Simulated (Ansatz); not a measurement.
Input, command and steps of an Ansatz relaxation.

```yaml
crystal:
  lattice:
    - [1.9601260896, -1.9600119433, 0.0]
    - [1.9601260896, 1.9600119433, 0.0]
    - [0.0, 0.0, 2.7801270858]
  atoms:
    - { symbol: Al, position: [0.0, 0.0, 0.0] }
    - { symbol: Ni, position: [0.5, 0.5, 0.5] }
basis:
  ecutwfc: 500
kpoints:
  mp_grid: { grid: [16, 16, 14] }
hamiltonian:
  xc: r2scan
scf:
  occupations: { method: gaussian, width: 0.1 }
output:
  forces: true
  stress: true
  eigenvalues: true
relax:
  adjacent_minimum: "off"
  f_tol: 0.01
  max_steps: 30
  cell: { stress_tol: 0.1, fix: [volume] }
```

```bash
ansatz run input.yaml --threads 1 --pin off --max-ram 2560MiB --backend cpu --events-out ev --progress --plain --runs-dir out
```

Theory: DFT r2SCAN, scalar-relativistic, plane waves, PAW (Ansatz 0.2.0).

The volume is held at 0.91 times that of the relaxed cell.

Of 3 frames 3 are shown, positions in Å and forces in eV/Å; the SCF threshold varies from step to step. Steps run on the plane waves of an earlier cell, with a Pulay correction in the pressure. The basis is chosen afresh for the last frame, the zero of the energies, and at times for earlier ones too; energy and pressure step there, also at an unchanged geometry. Spin polarisation was left out; whether the Ni atoms would carry moments isn't shown by this run.

```xyz
2
Lattice="1.9601 -1.9600 0.0000 1.9601 1.9600 0.0000 0.0000 0.0000 2.7801" Properties=species:S:1:pos:R:3:forces:R:3 pbc="T T T" step=1 free_energy_over_end_meV_per_atom=0.00 pressure_GPa=20.36
Al    0.0000    0.0000    0.0000    0.0000    0.0000    0.0000
Ni    1.9601    0.0000    1.3901    0.0000    0.0000    0.0000
2
Lattice="1.9605 -1.9604 0.0000 1.9605 1.9604 0.0000 0.0000 0.0000 2.7791" Properties=species:S:1:pos:R:3:forces:R:3 pbc="T T T" step=2 free_energy_over_end_meV_per_atom=0.00 pressure_GPa=20.36
Al    0.0000    0.0000    0.0000    0.0000    0.0000    0.0000
Ni    1.9605    0.0000    1.3895    0.0000    0.0000    0.0000
2
Lattice="1.9605 -1.9604 0.0000 1.9605 1.9604 0.0000 0.0000 0.0000 2.7791" Properties=species:S:1:pos:R:3:forces:R:3 pbc="T T T" step=3 free_energy_over_end_meV_per_atom=0.00 pressure_GPa=20.36
Al    0.0000    0.0000    0.0000    0.0000    0.0000    0.0000
Ni    1.9605    0.0000    1.3895    0.0000    0.0000    0.0000
```

It took 3.6 min on 1 thread of AMD EPYC (Zen 3) (shared host), peak memory 0.6 GiB.